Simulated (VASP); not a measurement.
# TiO2 (P4_2/mnm) in VASP: further runs

The runs below take TiO2 through band structure, with PBE, RPBE, PBEsol.

Everything below comes from runs of VASP 6.6.1. Logs are shortened: lines on timing, memory, paths and dates and some standing lists are left out, and cuts for length are marked.

**Experimental background.**

“Shallow Valence Band of Rutile GeO2 and P-type Doping”, 2020, arxiv:2011.08928 quotes, for a bulk crystal of TiO2 at 1.6 K: band gap 3.03 eV (direct).

The results are compared with them further down.

### Step 1. Starting point

The structure is tetragonal, space group P4_2/mnm (No. 136). Conventional cell: a = 4.646 Å, b = 4.646 Å, c = 2.966 Å, α = 90.00°, β = 90.00°, γ = 90.00°. Ti (site symmetry mmm) is surrounded by 6 O at 1.96 to 2.00 Å. Around O (site symmetry m2m) lie 3 Ti at 1.96 to 2.00 Å.

### Step 2. Band structure, PBE

INCAR reads:

```
SYSTEM = TiO2
PREC = Accurate ; ENCUT = 520
EDIFF = 1E-6 ; ISMEAR = 0
SIGMA = 0.03 ; LREAL = .FALSE.
LASPH = .TRUE. ; NELM = 80
ALGO = Fast ; ISIF = 2
LWAVE = .FALSE. ; LCHARG = .FALSE.
LMAXMIX = 4 ; GGA = PE
NBANDS = 33 ; ICORELEVEL = 1
KPAR = 2
```

KPOINTS reads:

```
Automatic mesh
0
G
  6 6 10
  0 0 0
```

POSCAR reads:

```
TiO2                                    
1.0
    4.6456457580      0.0000000000      0.0000000000
    0.0000000000      4.6456457580      0.0000000000
    0.0000000000      0.0000000000      2.9663923332
  Ti              O             
     2     4
Direct
     0.0000000000000000    0.0000000000000000    0.0000000000000000
     0.5000000000000000    0.5000000000000000    0.5000000000000000
     0.3049641040255651    0.3049641040255651    0.0000000000000000
     0.1950358959744349    0.8049641040255651    0.5000000000000000
     0.6950358959744349    0.6950358959744349    0.0000000000000000
     0.8049641040255651    0.1950358959744349    0.5000000000000000
```

KPOINTS_OPT reads:

```
explicit points
96
Reciprocal
 0.0000000000  0.0000000000  0.0000000000 1
 0.0000000000  0.0555555556  0.0000000000 1
 0.0000000000  0.1111111111  0.0000000000 1
 0.0000000000  0.1666666667  0.0000000000 1
 0.0000000000  0.2222222222  0.0000000000 1
 0.0000000000  0.2777777778  0.0000000000 1
 0.0000000000  0.3333333333  0.0000000000 1
 0.0000000000  0.3888888889  0.0000000000 1
 0.0000000000  0.4444444444  0.0000000000 1
 0.0000000000  0.5000000000  0.0000000000 1
 0.0000000000  0.5000000000  0.0000000000 1
 0.0555555556  0.5000000000  0.0000000000 1
 0.1111111111  0.5000000000  0.0000000000 1
 0.1666666667  0.5000000000  0.0000000000 1
 0.2222222222  0.5000000000  0.0000000000 1
 0.2777777778  0.5000000000  0.0000000000 1
 0.3333333333  0.5000000000  0.0000000000 1
 0.3888888889  0.5000000000  0.0000000000 1
 0.4444444444  0.5000000000  0.0000000000 1
 0.5000000000  0.5000000000  0.0000000000 1
 0.5000000000  0.5000000000  0.0000000000 1
 0.4444444444  0.4444444444  0.0000000000 1
 0.3888888889  0.3888888889  0.0000000000 1
 0.3333333333  0.3333333333  0.0000000000 1
 0.2777777778  0.2777777778  0.0000000000 1
 0.2222222222  0.2222222222  0.0000000000 1
 0.1666666667  0.1666666667  0.0000000000 1
 0.1111111111  0.1111111111  0.0000000000 1
 0.0555555556  0.0555555556  0.0000000000 1
 0.0000000000  0.0000000000  0.0000000000 1
 0.0000000000  0.0000000000  0.0000000000 1
 0.0000000000  0.0000000000  0.0555555556 1
 0.0000000000  0.0000000000  0.1111111111 1
 0.0000000000  0.0000000000  0.1666666667 1
 0.0000000000  0.0000000000  0.2222222222 1
 0.0000000000  0.0000000000  0.2777777778 1
 0.0000000000  0.0000000000  0.3333333333 1
 0.0000000000  0.0000000000  0.3888888889 1
 0.0000000000  0.0000000000  0.4444444444 1
 0.0000000000  0.0000000000  0.5000000000 1
 0.0000000000  0.0000000000  0.5000000000 1
 0.0000000000  0.0555555556  0.5000000000 1
 0.0000000000  0.1111111111  0.5000000000 1
 0.0000000000  0.1666666667  0.5000000000 1
 0.0000000000  0.2222222222  0.5000000000 1
 0.0000000000  0.2777777778  0.5000000000 1
 0.0000000000  0.3333333333  0.5000000000 1
 0.0000000000  0.3888888889  0.5000000000 1
 0.0000000000  0.4444444444  0.5000000000 1
 0.0000000000  0.5000000000  0.5000000000 1
 0.0000000000  0.5000000000  0.5000000000 1
 0.0555555556  0.5000000000  0.5000000000 1
 0.1111111111  0.5000000000  0.5000000000 1
 0.1666666667  0.5000000000  0.5000000000 1
 0.2222222222  0.5000000000  0.5000000000 1
 0.2777777778  0.5000000000  0.5000000000 1
 0.3333333333  0.5000000000  0.5000000000 1
 0.3888888889  0.5000000000  0.5000000000 1
 0.4444444444  0.5000000000  0.5000000000 1
 0.5000000000  0.5000000000  0.5000000000 1
 0.5000000000  0.5000000000  0.5000000000 1
 0.4444444444  0.4444444444  0.5000000000 1
 0.3888888889  0.3888888889  0.5000000000 1
 0.3333333333  0.3333333333  0.5000000000 1
 0.2777777778  0.2777777778  0.5000000000 1
 0.2222222222  0.2222222222  0.5000000000 1
 0.1666666667  0.1666666667  0.5000000000 1
 0.1111111111  0.1111111111  0.5000000000 1
 0.0555555556  0.0555555556  0.5000000000 1
 0.0000000000  0.0000000000  0.5000000000 1
 0.0000000000  0.5000000000  0.0000000000 1
 0.0000000000  0.5000000000  0.0555555556 1
 0.0000000000  0.5000000000  0.1111111111 1
 0.0000000000  0.5000000000  0.1666666667 1
 0.0000000000  0.5000000000  0.2222222222 1
 0.0000000000  0.5000000000  0.2777777778 1
 0.0000000000  0.5000000000  0.3333333333 1
 0.0000000000  0.5000000000  0.3888888889 1
 0.0000000000  0.5000000000  0.4444444444 1
 0.0000000000  0.5000000000  0.5000000000 1
 0.5000000000  0.5000000000  0.0000000000 1
 0.5000000000  0.5000000000  0.0555555556 1
 0.5000000000  0.5000000000  0.1111111111 1
 0.5000000000  0.5000000000  0.1666666667 1
 0.5000000000  0.5000000000  0.2222222222 1
 0.5000000000  0.5000000000  0.2777777778 1
 0.5000000000  0.5000000000  0.3333333333 1
 0.5000000000  0.5000000000  0.3888888889 1
 0.5000000000  0.5000000000  0.4444444444 1
 0.5000000000  0.5000000000  0.5000000000 1
 0.0000000000  0.0000000000  0.0000000000 1
 0.5000000000  0.5000000000  0.5000000000 1
 0.5000000000  0.5000000000  0.0000000000 1
 0.0000000000  0.5000000000  0.5000000000 1
 0.0000000000  0.5000000000  0.0000000000 1
 0.0000000000  0.0000000000  0.5000000000 1
```

Potentials or basis: VASP PAW PBE potentials, release 64 (Ti_sv, O).

On the command line:

```console
cat potpaw_PBE.64/Ti_sv/POTCAR potpaw_PBE.64/O/POTCAR > POTCAR
mpirun -np 2 vasp_std > vasp.out
```

OUTCAR:

```text
SYSTEM = TiO2
   PREC = Accurate
   ENCUT = 520
   EDIFF = 1E-6
   ISMEAR = 0
   LREAL = .FALSE.
   LASPH = .TRUE.
   NELM = 80
   ISIF = 2
   GGA = PE

 ion  position               nearest neighbor table
   1  0.000  0.000  0.000-   4 1.96   6 1.96   4 1.96   6 1.96   5 2.00   3 2.00
   2  0.500  0.500  0.500-   3 1.96   5 1.96   3 1.96   5 1.96   4 2.00   6 2.00
   3  0.305  0.305  0.000-   2 1.96   2 1.96   1 2.00
   4  0.195  0.805  0.500-   1 1.96   1 1.96   2 2.00
   5  0.695  0.695  0.000-   2 1.96   2 1.96   1 2.00
   6  0.805  0.195  0.500-   1 1.96   1 1.96   2 2.00

  LATTYP: Found a simple tetragonal cell.
 ALAT       =     4.6456457580
 C/A-ratio  =     0.6385317538

  Lattice vectors:

 A1 = (   4.6456457580,   0.0000000000,   0.0000000000)
 A2 = (   0.0000000000,   4.6456457580,   0.0000000000)
 A3 = (   0.0000000000,   0.0000000000,   2.9663923332)

Analysis of symmetry for initial positions (statically):
=====================================================================
 Subroutine PRICEL returns:
 Original cell was already a primitive cell.

 Routine SETGRP: Setting up the symmetry group for a
 simple tetragonal supercell.

 Subroutine GETGRP returns: Found 16 space group operations
 (whereof  8 operations were pure point group operations)
 out of a pool of 16 trial point group operations.

The static configuration has the point symmetry D_2h.
 The point group associated with its full space group is D_4h.

Analysis of symmetry for dynamics (positions and initial velocities):
=====================================================================
 Subroutine PRICEL returns:
 Original cell was already a primitive cell.

 Routine SETGRP: Setting up the symmetry group for a
 simple tetragonal supercell.

 Subroutine GETGRP returns: Found 16 space group operations
 (whereof  8 operations were pure point group operations)
 out of a pool of 16 trial point group operations.

The dynamic configuration has the point symmetry D_2h.
 The point group associated with its full space group is D_4h.

 Subroutine INISYM returns: Found 16 space group operations
 (whereof  8 operations are pure point group operations),
 and found     1 'primitive' translations

----------------------------------------------------------------------------------------

                                     Primitive cell

  volume of cell :      64.0208

  direct lattice vectors                    reciprocal lattice vectors
     4.645645758  0.000000000  0.000000000     0.215255328  0.000000000  0.000000000
     0.000000000  4.645645758  0.000000000     0.000000000  0.215255328  0.000000000
     0.000000000  0.000000000  2.966392333     0.000000000  0.000000000  0.337109825

  length of vectors
     4.645645758  4.645645758  2.966392333     0.215255328  0.215255328  0.337109825

  position of ions in fractional coordinates (direct lattice)
     0.000000000  0.000000000  0.000000000
     0.500000000  0.500000000  0.500000000
     0.304964104  0.304964104  0.000000000
     0.195035896  0.804964104  0.500000000
     0.695035896  0.695035896  0.000000000
     0.804964104  0.195035896  0.500000000

  ion indices of the primitive-cell ions
   primitive index   ion index
                 1           1
                 2           2
[... 36 lines left out ...]
  0.500000  0.000000  0.000000      2.000000
  0.166667  0.166667  0.000000      4.000000
  0.333333  0.166667  0.000000      8.000000
[... 16 lines left out ...]
  0.333333  0.000000  0.200000      8.000000
  0.500000  0.000000  0.200000      4.000000
 [... further k-points ...]
   k-points           NKPTS =     60   k-points in BZ     NKDIM =     60   number of bands    NBANDS=     33
   number of dos      NEDOS =    301   number of ions     NIONS =      6
   total plane-waves  NPLWV =  31104
   dimension x,y,z NGX =    36 NGY =   36 NGZ =   24
   dimension x,y,z NGXF=    72 NGYF=   72 NGZF=   48
   ions per type =               2   4
   NGX,Y,Z   is equivalent  to a cutoff of  12.88, 12.88, 13.45 a.u.
   NGXF,Y,Z  is equivalent  to a cutoff of  25.77, 25.77, 26.90 a.u.
 SYSTEM =  TiO2
   PREC   = accura    normal or accurate (medium, high low for compatibility)
   ISTART =      0    job   : 0-new  1-cont  2-samecut
   ICHARG =      2    charge: 1-file 2-atom 10-const
   ISPIN  =      1    spin polarized calculation?
   LNONCOLLINEAR =      F non collinear calculations
   LSORBIT =      F    spin-orbit coupling
   LASPH  =      T    aspherical Exc in radial PAW
   ENCUT  =  520.0 eV  38.22 Ry    6.18 a.u.   8.64  8.64  5.52*2*pi/ulx,y,z
   NELM   =     80;   NELMIN=  2; NELMDL= -5     # of ELM steps
   EDIFF  = 0.1E-05   stopping-criterion for ELM
   LREAL  =      F    real-space projection
   EDIFFG = 0.1E-04   stopping-criterion for IOM
   NSW    =      0    number of steps for IOM
   IBRION =     -1    ionic relax: 0-MD 1-quasi-New 2-CG
   NFREE  =      0    steps in history (QN), initial steepest desc. (CG)
   ISIF   =      2    stress and relaxation
   ISYM   =      2    0-nonsym 1-usesym 2-fastsym
   POTIM  = 0.5000    time-step for ionic-motion
   TEBEG  =    0.0;   TEEND  =   0.0 temperature during run
   PSTRESS=    0.0 pullay stress
   NELECT =      48.0000    total number of electrons
   NUPDOWN=      -1.0000    fix difference up-down
   EMIN   =  10.00;   EMAX   =-10.00  energy-range for DOS
   EFERMI =   0.00;   METHOD = LEGACY
   ISMEAR =     0;   SIGMA  =   0.03  broadening in eV -4-tet -1-fermi 0-gaus
   EFERMI_NEDOS =   21; number of points for ismear=-14 and -15
   IALGO  =     68    algorithm
   IMIX   =      4    mixing-type and parameters
     AMIX     =   0.40;   BMIX     =  1.00
     AMIX_MAG =   1.60;   BMIX_MAG =  1.00
  volume/ion in A,a.u.               =      10.67        72.01
  Fermi-wavevector in a.u.,A,eV,Ry     =   1.487242  2.810480 30.094575  2.211889
  Thomas-Fermi vector in A             =   2.600427
   LORBIT       =      0    0 simple, 1 ext, 2 COOP (PROOUT), +10 PAW based schemes
   GGA     = PE    functional components
   LHFCALC =     F    Hartree Fock is set to
   AEXX    =    0.0000 exact exchange contribution
   IVDW    =     0    specifies the selected vdW correction
   LEPSILON=     F    determine dielectric tensor
   LRPA    =     F    only Hartree local field effects (RPA)
 non-spin polarized calculation
 RMM-DIIS sequential band-by-band and
 Gauss-broadening in eV      SIGMA  =   0.03
  energy-cutoff  :      520.00
  volume of cell :       64.02
 maximum number of plane-waves:      1748
 NGX is ok and might be reduce to    36
   NGX = 17   NGY = 17   NGZ = 11

 number of electron      48.0000020 magnetization

 Free energy of the ion-electron system (eV)
  ---------------------------------------------------
  ext. energy  EPLUGINS =         0.00000000
  ---------------------------------------------------
  free energy    TOTEN  =       -53.67677649 eV

  energy without entropy =      -53.67677649  energy(sigma->0) =      -53.67677649

 the core state eigenenergies are
   1-  1s  -4858.3743  2s   -527.4885  2p   -434.7346
   2-  1s  -4858.3743  2s   -527.4885  2p   -434.7346
   3-  1s   -499.8344
   4-  1s   -499.8344
   5-  1s   -499.8344
   6-  1s   -499.8344

 E-fermi :   4.8696     XC(G=0): -11.2753

 val. band max:        4.5631723503   @ k =   0.0000   0.0000   0.0000
 cond. band min:       6.3861415864   @ k =   0.0000   0.0000   0.0000
 fundamental gap:      1.8229692361
 Fermi energy:         4.8695925330

 k-point     1 :       0.0000    0.0000    0.0000
  band No.  band energies     occupation
      1     -52.4092      2.00000
      2     -52.3945      2.00000
      3     -28.6940      2.00000
      4     -28.6940      2.00000
      5     -28.5455      2.00000
      6     -28.5455      2.00000
[... 275 lines left out ...]
     30       8.4275      0.00000
     31       9.8836      0.00000

------------------------ aborting loop because EDIFF is reached ----------------------------------------

  FORCE on cell =-STRESS in cart. coord.  units (eV):
  Direction    XX          YY          ZZ          XY          YZ          ZX
  --------------------------------------------------------------------------------------
  -------------------------------------------------------------------------------------
  Total        0.0497151      0.0497151      0.0933818     -0.0000000      0.0000000      0.0000000
  in kB        1.2441661      1.2441661      2.3369642     -0.0000000      0.0000000      0.0000000
  external PRESSURE =       1.6084322 kB  Pullay stress =       0.0000000 kB

 VOLUME and BASIS-vectors are now :
 -----------------------------------------------------------------------------
  energy-cutoff  :      520.00
  volume of cell :       64.02
      direct lattice vectors                 reciprocal lattice vectors
     4.645645758  0.000000000  0.000000000     0.215255328  0.000000000  0.000000000
     0.000000000  4.645645758  0.000000000     0.000000000  0.215255328  0.000000000
     0.000000000  0.000000000  2.966392333     0.000000000  0.000000000  0.337109825

 POSITION                                       TOTAL-FORCE (eV/Angst)
 -----------------------------------------------------------------------------------
      0.00000      0.00000      0.00000         0.000000      0.000000      0.000000
      2.32282      2.32282      1.48320         0.000000      0.000000      0.000000
      1.41676      1.41676      0.00000         0.001278      0.001278     -0.000000
      0.90607      3.73958      1.48320        -0.001278      0.001278     -0.000000
      3.22889      3.22889      0.00000        -0.001278     -0.001278      0.000000
      3.73958      0.90607      1.48320         0.001278     -0.001278      0.000000
 -----------------------------------------------------------------------------------
    total drift:                                0.000000      0.000000      0.000000

  FREE ENERGIE OF THE ION-ELECTRON SYSTEM (eV)
  ---------------------------------------------------
  free  energy   TOTEN  =       -53.6767764928 eV

  energy  without entropy=      -53.6767764928  energy(sigma->0) =      -53.67677649
```

Run time: 2.1 min. Hardware: 2 MPI ranks of Intel Xeon Platinum 8488C (Sapphire Rapids), shared host; peak memory 0.28 GiB.

What came out:

```yaml
Free_energy: -53.6768 eV
Pressure: 0.2 GPa
Band_gap_on_the_k_mesh: 1.82 eV, direct
Band_gap_along_the_path: 1.82 eV, direct
```

Levels at the corners of the path, in eV from the valence-band top:
| point | band 22 | band 23 | band 24 | band 25 | band 26 | band 27 |
| --- | --- | --- | --- | --- | --- | --- |
| Γ | -0.43 | -0.43 | 0.00 | 1.82 | 2.10 | 2.37 |
| X | -1.56 | -0.71 | -0.71 | 2.47 | 2.47 | 2.93 |
| X | -1.56 | -0.71 | -0.71 | 2.47 | 2.47 | 2.93 |
| M | -1.25 | -1.04 | -1.04 | 1.85 | 1.85 | 2.47 |
| M | -1.25 | -1.04 | -1.04 | 1.85 | 1.85 | 2.47 |
| Γ | -0.43 | -0.43 | 0.00 | 1.82 | 2.10 | 2.37 |
| Γ | -0.43 | -0.43 | 0.00 | 1.82 | 2.10 | 2.37 |
| Z | -2.23 | -1.40 | -1.40 | 2.87 | 2.87 | 3.13 |
| Z | -2.23 | -1.40 | -1.40 | 2.87 | 2.87 | 3.13 |
| R | -1.98 | -0.99 | -0.99 | 1.87 | 1.87 | 3.15 |
| R | -1.98 | -0.99 | -0.99 | 1.87 | 1.87 | 3.15 |
| A | -1.21 | -0.67 | -0.67 | 2.52 | 2.52 | 3.13 |
| A | -1.21 | -0.67 | -0.67 | 2.52 | 2.52 | 3.13 |
| Z | -2.23 | -1.40 | -1.40 | 2.87 | 2.87 | 3.13 |
| X | -1.56 | -0.71 | -0.71 | 2.47 | 2.47 | 2.93 |
| R | -1.98 | -0.99 | -0.99 | 1.87 | 1.87 | 3.15 |
| M | -1.25 | -1.04 | -1.04 | 1.85 | 1.85 | 2.47 |
| A | -1.21 | -0.67 | -0.67 | 2.52 | 2.52 | 3.13 |

Core levels (eV, on the scale of the bands):
```csv
atom,levels
1 Ti,"1s -4858.4, 2s -527.5, 2p -434.7"
2 Ti,"1s -4858.4, 2s -527.5, 2p -434.7"
3 O,1s -499.8
4 O,1s -499.8
5 O,1s -499.8
6 O,1s -499.8
```

(Part 1 of 2 ends here.)
